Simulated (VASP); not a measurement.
# How biaxial strain in the (001) plane changes GaAs (F-43m), part 2 of 2

Wanted: the response of GaAs to biaxial strain in the (001) plane, as a table, with a fit that predicts a row left out.

VASP 6.6.1, plane waves and PAW; the level of theory is named at each step.

So far: The starting structure; Relax the crystal, LDA; Strain along the normal, LDA; Band edges, HSE06 with spin-orbit coupling.

## Step 5: All members

Hybrid runs start from orbitals of a short LDA run, not shown.

Runs beyond LDA use the data sets made with LDA; this shifts their levels slightly, and their total energies have another zero.

The other members went through these steps as far as the tables show, with the same cutoff and, step by step, the same mesh; 28 runs are not shown. The session took 9.0 core hours (wall time by ranks) on a shared machine.

```
in-plane strain (%)  strain along the normal (%)  in-plane stress, tension positive (GPa)  energy above the unstrained row (meV/atom)  gap on the mesh, LDA (eV)
             -2.000                        1.795                                   -2.616                                       7.265                      0.594
             -1.000                        0.903                                   -1.258                                       1.839                      0.555
             -0.500                        0.449                                   -0.617                                       0.484                      0.535
                  0                        0.000                                    0.007                                       0.000                      0.512
              0.500                       -0.460                                    0.603                                       0.360                      0.434
              1.000                       -0.915                                    1.182                                       1.519                      0.356
              2.000                       -1.859                                    2.266                                       6.164                      0.205
```

Slopes at zero strain, from cubics through all rows: strain ratio -0.908, stress over strain 122 GPa. For a cubic crystal strained in (001) the ratio is −2C₁₂/C₁₁.

Band edges at HSE06 with spin-orbit coupling, counted from the valence-band top at Γ, spin-orbit pairs averaged, with one row partly withheld:

```
in-plane strain (%)  gap (eV)  conduction band at Γ (eV)  Δ or X valley along z (eV)  Δ or X valley along x (eV)  lowest conduction level at L, [111] (eV)  lowest conduction level at L, [-111] (eV)  second valence level below the top (eV)  third valence level below the top (eV)
             -2.000     1.616                      1.616                       1.984                       1.679                                     1.708                                      1.708                                    0.126                                   0.498
             -1.000     1.569                      1.569                       1.950                       1.794                                     1.737                                      1.737                                    0.072                                   0.420
             -0.500         ?                          ?                       1.931                       1.850                                     1.744                                      1.744                                    0.037                                   0.391
                  0     1.517                      1.517                       1.905                       1.905                                     1.747                                      1.747                                    0.000                                   0.368
              0.500     1.448                      1.448                       1.839                       1.918                                     1.706                                      1.706                                    0.041                                   0.391
              1.000     1.376                      1.376                       1.772                       1.929                                     1.659                                      1.659                                    0.083                                   0.419
              2.000     1.229                      1.229                       1.626                       1.950                                     1.554                                      1.554                                    0.170                                   0.485
```

Conduction masses, in electron masses:

```
in-plane strain (%)  conduction mass at Γ, along the strain axis or the normal of the plane  conduction mass at Γ, across the strain axis or in the plane  L [111] mass, longitudinal  L [111] mass, transverse along [1-10]
             -2.000                                                                   0.079                                                         0.076                       1.575                                  0.124
             -1.000                                                                   0.075                                                         0.074                       1.596                                  0.117
             -0.500                                                                   0.073                                                         0.072                       1.604                                  0.115
                  0                                                                   0.071                                                         0.071                       1.604                                  0.112
              0.500                                                                   0.069                                                         0.069                       1.616                                  0.110
              1.000                                                                   0.066                                                         0.068                       1.599                                  0.108
              2.000                                                                   0.061                                                         0.065                       1.571                                  0.104
```

## Step 6: A fit to the known rows

The quantity to fit is the conduction level at Γ above the mean of the three top valence levels at HSE06 with spin-orbit coupling: 1.824, 1.733, 1.639, 1.592, 1.544, 1.447 eV in the rows shown.

Fitting a parabola to the 6 known rows (e: strain in %) gives E = − 9.67e-4 e² − 0.09432 e + 1.639 in eV; the residuals are 3.2e-4 eV r.m.s.

For the withheld row, e = -0.5, the fit gives 1.6863 eV.

## Step 7: Checking the prediction

The calculation gives 1.6870 eV, so the prediction is 0.0007 eV too low, more than twice the residual of the fit.

## Step 8: Results

```json
{
 "ratio of normal to in-plane strain": "-0.908",
 "biaxial modulus": "122 GPa",
 "gap of the unstrained cell, HSE06 with spin-orbit coupling": "1.52 eV",
 "slope at zero strain of the conduction level at Γ above the mean of the three top valence levels, HSE06 with spin-orbit coupling": "-94 meV per %",
 "error of the predicted row": "-0.7 meV"
}
```

**Reading.** As a check, the curvature of the energy gives 122 GPa for the same modulus (energy per volume = M × strain²), 0 % from the slope of the stress. At HSE06 with spin-orbit coupling the lowest conduction valley is Γ throughout, and the gap runs between 1.23 and 1.62 eV. Hole masses are left out throughout, since the top bands are degenerate or cross in many series; of conduction masses, those of the Γ, L and (for Si and Ge under (001) strain) Δ valleys are kept where they change by under an eighth between rows. A measured gap of unstrained GaAs is 1.42 eV (arxiv:0805.2212, direct gap E0 at Gamma from PR, 300 K); the static gaps here belong to the lattice relaxed at LDA. HSE06 ran on a coarser mesh than the semilocal levels. Δ or X levels are the lowest on their line, refined by a parabola unless they lie at X; the gap is read from all points sampled and can differ from the lowest valley by some meV, or by tens of meV where strain moves the valence top off Γ. Temperature, zero-point motion and excitons are left out.

[Lines on the potential files, build, host, timing and source positions are cut from VASP's logs without a mark.]

[Logs are printed without paths, hosts, clocks, repeated set-up lines and the standing remarks that a program may print on its own settings, such as how far it seeks lower states.]

[Hosts, paths, dates, database ids (printed as entryN), source tags and the programs' standing remarks are cut or masked in the printed files.]

[In band tables of VASP the shares of atoms and orbitals are scaled to a sum of 1 inside the atoms' spheres.]
